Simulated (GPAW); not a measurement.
# Near-edge structure at the Se K edge of zinc-blende (ZnSe)₁₋ₓ(BeSe)ₓ at x = 0.25, part 3 of 3

Aim: the Se K edge in zinc-blende (ZnSe)₁₋ₓ(BeSe)ₓ at x = 0.25, one member of a composition series.

GPAW 26.7.0; X-ray absorption from dipole matrix elements to empty bands, plane-wave PAW PBE.

So far. Step 5 (Spectrum with XCH, Se atom 2): Main maxima below 27 eV (height): 4.6 eV (1.45) and 15.2 eV (0.89). A K edge sees empty p states on the absorber. Step 5 (Spectrum with XCH, Se atom 2): The energy difference (zero at 12695 eV) isn't read as a photon energy: for so heavy an absorber the terms left out (the hole's spin, the functional's error) amount to tens of eV or more.

## 7. Spectrum with XCH, Zn atom 1

The holes are 7.8 Å apart. The excited electron is kept in the cell, where it fills the lowest empty states and screens the hole. After the field has converged, empty bands are computed with the density fixed and the dipole matrix elements are summed.

The absorber has 4 Se at 2.44 Å (tetrahedral).

xas.py

```python
import numpy as np
from ase import Atoms
from ase.parallel import parprint, paropen
from gpaw import GPAW, PW, FermiDirac, Mixer, MixerDif, setup_paths
from gpaw.test import gen
setup_paths.insert(0, '.')
gen('Zn', name='fch1s', xcname='PBE', corehole=(1, 0, 1), write_xml=True)
from gpaw.mpi import world
world.barrier()

atoms = Atoms('ZnSeZnSeZnSeBeSeBeSeZnSeZnSeZnSe',
    cell=[[0, 5.53575, 5.53575],
     [5.53575, 0, 5.53575],
     [5.53575, 5.53575, 0]],
    scaled_positions=[[0.0006643, 0.0018634, 0.9989926],
     [0.1465339, 0.1194203, 0.1174604],
     [0.9989532, 0.9996813, 0.4996285],
     [0.1172448, 0.1467466, 0.6169221],
     [0.9987659, 0.501973, 0.0000766],
     [0.1158402, 0.6195288, 0.1473876],
     [0.998421, 0.4998959, 0.500927],
     [0.1171781, 0.6175416, 0.6178542],
     [0.4998056, 0.000408, 0.0000919],
     [0.6181209, 0.1190232, 0.116408],
     [0.4994727, 0.0017322, 0.4984284],
     [0.6167682, 0.1182781, 0.6466625],
     [0.4976035, 0.5012724, 0.9994795],
     [0.6165104, 0.6472828, 0.1171875],
     [0.4996499, 0.5004829, 0.4992875],
     [0.645173, 0.619128, 0.6173535]],
    pbc=True)
atoms.calc = calc = GPAW(legacy_gpaw=True, mode=PW(400, force_complex_dtype=True), xc='PBE', setups={0: 'fch1s'},
    kpts={'size': (3, 3, 3), 'gamma': True}, occupations=FermiDirac(0.04),
    charge=-1, mixer=Mixer(0.1, 5, 50), maxiter=150,
    convergence={'density': 0.0001, 'eigenstates': 1e-6}, txt='scf.txt')
energy = atoms.get_potential_energy() + calc.get_reference_energy()
ef = calc.get_fermi_level()
out = dict(energy=energy, fermi=ef, forces=atoms.get_forces().tolist())
parprint(f'all-electron energy {energy:.4f} eV, Fermi level {ef:.4f} eV')
ev = np.array([[calc.get_eigenvalues(k, s) for k in range(len(calc.get_ibz_k_points()))] for s in range(calc.get_number_of_spins())])
out['homo'], out['lumo'], out['counts'] = ev[ev < ef].max(), ev[ev > ef].min(), sorted(set((ev < ef).sum((0, 2)).tolist()))
out['filled'] = (ev[:, 0] < ef).sum(1).tolist()

from ase.units import Ha
from gpaw.xas import dipole_matrix_elements
nb = int(calc.get_number_of_electrons() / 2) + 174
top, nb = nb, nb + 8 + nb // 12
nscf = calc.fixed_density(kpts={'size': (4, 4, 4), 'gamma': True}, nbands=nb,
    convergence={'bands': top, 'eigenstates': 5e-3}, maxiter=60, txt='nscf.txt')
cell = atoms.cell.array
ops = [cell.T @ U.T @ np.linalg.inv(cell.T) for U in nscf.wfs.kd.symmetry.op_scc]
filled = [62]  # bands filled in the ground state, by spin
E = np.arange(-6, 30, 0.1)
fwhm = np.interp(E, [4, 25], [1.67, 3.5])
Y, X, zero, highest = 0, 0, 1e9, 1e9
for spin in range(nscf.get_number_of_spins()):
    wfs = nscf.wfs
    mine = wfs.bd.get_slice()  # this rank's bands
    A = dipole_matrix_elements(wfs.setups[0])
    eps = np.zeros((wfs.kd.nibzkpts, nb))
    d = np.zeros((3, A.shape[1], wfs.kd.nibzkpts, nb), complex)
    for kpt in wfs.kpt_u:
        if kpt.s == spin and 0 in kpt.P_ani:
            eps[kpt.k, mine] = kpt.eps_n * Ha
            d[:, :, kpt.k, mine] = (kpt.weight * wfs.nspins / 2) ** 0.5 * np.inner(A, kpt.P_ani[0])
    world.sum(eps)
    world.sum(d)
    T = np.einsum('amkn,bmkn->abkn', d, d.conj()).real
    T = sum(np.einsum('ai,ijkn,bj->abkn', R, T, R) for R in ops) / len(ops)
    empty = np.ones_like(eps, bool) & (np.arange(nb) >= filled[spin])
    zero, highest = min(zero, eps[empty].min()), min(highest, eps[:, top - 1].min())
    lines = [(eps, T, empty)] if spin == 0 else lines + [(eps, T, empty)]
for eps, T, empty in lines:
    f = np.einsum('aakn->akn', T).reshape(3, -1)
    x = eps.ravel() - zero
    w = np.interp(x, E, fwhm) / 2.35482
    g = np.exp(-0.5 * ((E[:, None] - x) / w) ** 2) / (w * (2 * np.pi) ** 0.5)
    Y = Y + (f * empty.ravel()) @ g.T
    X = X + (f * ~empty.ravel()) @ g.T
out.update(E=E.round(2).tolist(), xas=Y.tolist(), xes=X.tolist(), zero=zero, valid=highest - zero, nk=len(eps), nb=nb)
for i in range(0, len(E), 10):
    parprint(f'{E[i]:7.2f}', *(f'{v:10.3e}' for v in Y[:, i]))
import json
with paropen('out.json', 'w') as f:
    json.dump(out, f)
```

Command:

```console
> OMP_NUM_THREADS=1 mpirun -n 4 gpaw python xas.py
```

Numbers of over 12 decimals in the logs are rounded to 6 here.

The program printed:

```text
Input parameters:
  charge: -1
  convergence: {density: 0.0001,
                eigenstates: 1e-06}
  kpts: {gamma: True,
         size: (3, 3, 3)}
  maxiter: 150
  mixer: {backend: pulay,
          beta: 0.1,
          method: separate,
          nmaxold: 5,
          weight: 50}
  mode: {ecut: 400.0,
         force_complex_dtype: True,
         name: pw}
  occupations: {fixmagmom: False,
[...]
*d    :    -0.022506
--------------------------------

Diagonalizing with gridspacing h=0.050

state   all-electron     PAW
-------------------------------
4s:      -0.591866    -0.592148
4p:      -0.335189    -0.335391
3d:      -1.022506    -1.022962
*f:                   -0.019081
-------------------------------
all-electron energy -813153.4254 eV, Fermi level 6.8279 eV
[...]
28.00  1.446e-07  1.527e-07  1.527e-07
  29.00  1.518e-07  1.515e-07  1.515e-07
[key lines of the parts left out:]
Converged after 15 iterations.
Dipole moment: (-30.543352, -30.123017, -30.446283) |e|*Ang
Free energy:    -59.614908
Fermi level: 6.82787
```

Run time: 5.9 min. Hardware: 4 MPI ranks of Arm Neoverse V2, shared host; peak memory 0.77 GiB.

The Zn K spectrum, Zn atom 1, excited-electron core hole (neutral cell) (energy from the bottom of the conduction band, which holds the excited electron; intensity scaled to a mean of 1 over the first 20 eV):

```
E (eV)  isotropic  ε ∥ x  ε ∥ y
  -2.0       0.00   0.00   0.00
  -1.5       0.00   0.00   0.00
  -1.0       0.00   0.00   0.00
  -0.5       0.01   0.02   0.01
   0.0       0.04   0.07   0.03
   0.5       0.13   0.20   0.09
   1.0       0.28   0.43   0.21
   1.5       0.51   0.76   0.39
   2.0       0.77   1.09   0.61
   2.5       1.01   1.33   0.85
   3.0       1.23   1.48   1.10
   3.5       1.49   1.62   1.42
   4.0       1.75   1.73   1.76
   4.5       1.88   1.71   1.97
   5.0       1.79   1.56   1.91
   5.5       1.54   1.37   1.63
   6.0       1.29   1.21   1.34
   6.5       1.13   1.10   1.15
   7.0       1.06   1.03   1.07
   7.5       1.01   0.97   1.04
   8.0       0.97   0.89   1.01
   8.5       0.93   0.81   0.98
   9.0       0.89   0.77   0.96
   9.5       0.88   0.75   0.94
  10.0       0.88   0.76   0.94
  10.5       0.92   0.81   0.98
  11.0       1.00   0.91   1.04
  11.5       1.10   1.06   1.13
  12.0       1.20   1.21   1.20
  12.5       1.26   1.31   1.24
  13.0       1.25   1.32   1.22
  13.5       1.18   1.23   1.15
  14.0       1.07   1.11   1.04
  14.5       0.96   1.00   0.94
  15.0       0.87   0.92   0.84
  15.5       0.80   0.87   0.77
  16.0       0.76   0.83   0.73
  16.5       0.74   0.80   0.71
  17.0       0.75   0.79   0.73
  17.5       0.78   0.80   0.77
  18.0       0.81   0.83   0.81
  18.5       0.83   0.85   0.83
  19.0       0.83   0.85   0.82
  19.5       0.80   0.82   0.78
  20.0       0.76   0.79   0.74
  20.5       0.73   0.76   0.72
  21.0       0.73   0.74   0.72
  21.5       0.75   0.75   0.75
  22.0       0.78   0.77   0.79
  22.5       0.81   0.79   0.83
  23.0       0.84   0.80   0.85
  23.5       0.85   0.81   0.87
  24.0       0.85   0.82   0.87
  24.5       0.85   0.82   0.87
  25.0       0.85   0.83   0.87
  25.5       0.86   0.83   0.88
  26.0       0.87   0.83   0.89
  26.5       0.88   0.83   0.90
  27.0       0.89   0.84   0.92
  27.5       0.90   0.85   0.92
  28.0       0.91   0.88   0.92
```

Main maxima below 27 eV (height): 4.6 eV (1.89), 12.6 eV (1.27) and 18.6 eV (0.84). 

The total-energy difference is 9692.68 eV. One term is added: -30.96 eV, since the hole is spin-paired here and a spin-polarised one costs that much less in the free atom (computed apart). The photon energy is then 9661.72 eV. The tabulated edge of the element is 9659 eV. The functional leaves an error of a few eV in such absolute values.

## 8. Summary of results

```
absorber and edge             : Se K, atom 2 of the ground-state input (counted from 1)
surroundings                  : 1 Be at 2.26 Å and 3 Zn at 2.44 Å (distorted tetrahedral)
highest intensity below 24 eV : 4.6 eV above the zero, height 1.45
```

The Se K edge of atom 2, with 1 Be at 2.26 Å and 3 Zn at 2.44 Å (distorted tetrahedral), has its highest intensity of the first 24 eV at 4.6 eV above the zero, 1.5 times the mean level of the first 20 eV (Gaussian full width 2.33 eV up to 4 eV, rising linearly to 3.5 eV at 25 eV). The script folds with a Gaussian, whereas the core hole's own line is a Lorentzian, so the onset is too steep and the first peak too high.

[Banner, clock and machine lines of the logs are left out without a mark of their own.]

[Logs are printed without paths, hosts, clocks, repeated set-up lines and the standing remarks that a program may print on its own settings, such as how far it seeks lower states.]

[Hosts, paths, dates, database ids (printed as entryN), source tags and the programs' standing remarks are cut or masked in the printed files.]

[Lists of maxima count a maximum above −3 eV only where it reaches 4 % of the highest in the window and stands out from its surroundings by 2 % of it (1.5 % where it reaches 55 %); shoulders and weaker maxima are passed over, and of the rest the first, up to two pre-edge ones and the few strongest are named.]
